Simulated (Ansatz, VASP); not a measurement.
# Two plane-wave programs on Ru

```
Ru
1.0
    -1.50909    1.50909    1.50909
     1.50909   -1.50909    1.50909
     1.50909    1.50909   -1.50909
Ru
1
Direct
  0.00000 0.00000 0.00000
```

Alike in both runs: functional PBEsol; k mesh 10 × 10 × 10; occupations gaussian, width 0.1 eV; no spin polarisation.

Ansatz relaxed the structure, and its values are those at the end. VASP's run is a single point on that final structure, the one shown.

```csv
,VASP,Ansatz
version,VASP 6.6.1,Ansatz 0.2.0
potentials or method,"VASP PAW PBE potentials, release 64 (Ru_pv)","scalar-relativistic, plane waves, PAW"
plane-wave cutoff (eV),520,420
valence electrons in the cell,14,16
```

Ansatz gave:

* gap on the k mesh at the Fermi level (eV): none
* pressure (GPa): 0.0

Problem. Estimate VASP's values.

Solution. gap on the k mesh at the Fermi level (eV): none; pressure (GPa): -0.1.

A gap of «none» marks a metal or a gap that the smearing closes. The two sets of potentials don't hold the same shells in valence.

Caveats: the PAW data sets were made with another functional, which shifts forces and pressure a little (VASP).
